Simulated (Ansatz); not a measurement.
# AlAs: a jump of Ga

Method: DFT PBEsol, scalar-relativistic, plane waves, PAW in Ansatz. (420 eV cutoff, 2×2×2 k-mesh, Gaussian smearing of 0.02 eV, no spin polarisation)

Host crystal, relaxed:

```cif
data_structure
_symmetry_space_group_name_H-M 'P 1'
_symmetry_Int_Tables_number 1
_cell_length_a 4.0134
_cell_length_b 4.0134
_cell_length_c 4.0134
_cell_angle_alpha 60.000
_cell_angle_beta 60.000
_cell_angle_gamma 60.000
_cell_volume 45.71
loop_
_atom_site_label
_atom_site_type_symbol
_atom_site_fract_x
_atom_site_fract_y
_atom_site_fract_z
_atom_site_occupancy
Al1 Al 0.00000 0.00000 0.00000 1
As1 As 0.75000 0.75000 0.75000 1
```

In a supercell of 16 host sites, Ga trades places with a neighbouring Al vacancy, moving 4.01 Å between the relaxed ends. Climbing-image nudged elastic band at fixed cell with images 0 (start) to 6 (end), the path measured over all atoms, converged to 0.05 eV/Å; the order of the saddle wasn't checked, and the small cell leaves errors of about a tenth of an eV.

Supercell rows in host cell vectors: 0 -2 2; 0 0 2; -2 0 2. Ga was set at (0.000, 0.000, 0.000) of the host cell.

At the relaxed start Ga has 2 As at 2.46 Å, 2 As at 2.47 Å.

A cell with an odd number of electrons and no spin polarisation is a metal by construction and may be lower with spin.

Question: How high is the barrier, and where does the atom pass?

Answer: 0.28 eV at image 4, where Ga has 2 As at 2.41 Å, 1 As at 2.94 Å, 1 As at 2.99 Å. An image lies below the start, so the start isn't the lowest place along this path.

Cost: 1 run of about 32 core-minutes, on Intel Xeon Platinum 8488C (Sapphire Rapids) (shared hosts).